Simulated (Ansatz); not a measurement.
**Te: pressure up to the limit of the methods**

The task here is to estimate one member of a computed series from the others.

Method: DFT PBE, with the methods named in each step, in Ansatz 0.2.0.

1 further run of the same task is left out (set aside as unsound or not needed).

**The system as given**

It takes space group Fd-3m (No. 227, cubic). Conventional cell: a = 6.619 Å, b = 6.619 Å, c = 6.619 Å, α = 90.00°, β = 90.00°, γ = 90.00°. Te (site symmetry -43m) has 4 Te at 2.87 Å as nearest neighbours.

Coordinates:

```
Te
1.0
     0.00000    3.30955    3.30955
     3.30955    0.00000    3.30955
     3.30955    3.30955    0.00000
Te
2
Direct
  0.87500 0.87500 0.87500
  0.12500 0.12500 0.12500
```

Whether this phase is the stable one at these pressures isn't tested.

Atoms are numbered in the order of the input: Te1, Te2.

The first run:

input.yaml reads:

```yaml
crystal:
  lattice:
    - [0.0, 3.309552974, 3.309552974]
    - [3.309552974, 0.0, 3.309552974]
    - [3.309552974, 3.309552974, 0.0]
  atoms:
    - { symbol: Te, position: [-0.125, -0.125, -0.125] }
    - { symbol: Te, position: [0.125, 0.125, 0.125] }
kpoints:
  mp_grid: { grid: [10, 10, 10] }
scf:
  occupations: { method: fermi_dirac, width: 0.1 }
hamiltonian:
  xc: pbe
  pseudopotentials: { kind: paw }
output:
  forces: true
  stress: true
relax:
  f_tol: 0.005
  max_steps: 40
  cell: {}
```

Run with:

```
$ ansatz run input.yaml --threads 1 --pin off --max-ram 2048MiB --backend cpu --events-out ev --progress --plain --runs-dir out
```

Steps of the session up to this table: Cell relaxed at zero pressure, PAW; Volume scaled by 1, PAW; Volume scaled by 0.92, PAW; Volume scaled by 0.84, PAW; Volume scaled by 0.76, PAW; Volume scaled by 0.68, PAW; Volume scaled by 0.68, PAW (core large); Volume scaled by 0.6, PAW; Volume scaled by 0.52, PAW; Volume scaled by 0.45, PAW; Volume scaled by 0.45, PAW (core large).

One of the session's tables, all rows but one given; the rest of the session is left out.

| method | volume over the first | volume (Å³/atom) | pressure (GPa) |
| --- | --- | --- | --- |
| PAW | 1 | 46.381 | 0.00 |
| PAW | 0.92 | 42.671 | 2.65 |
| PAW | 0.84 | 38.960 | 6.74 |
| PAW | 0.76 | ? | ? |
| PAW | 0.68 | 31.539 | 23.20 |
| PAW | 0.6 | 27.829 | 40.11 |
| PAW | 0.52 | 24.118 | 69.72 |
| PAW | 0.45 | 20.872 | 115.93 |
| PAW (core large) | 0.68 | 31.539 | 23.24 |
| PAW (core large) | 0.45 | 20.872 | 115.94 |

Q: Estimate the row for PAW, 0.76 from the others.

As computed: volume (Å³/atom): 35.250; pressure (GPa): 13.10. In the column «volume (Å³/atom)» it lies between PAW (core large), 0.68 (31.539) and PAW, 0.84 (38.960).

To keep in mind: Warnings in the runs' records: datasets by core.
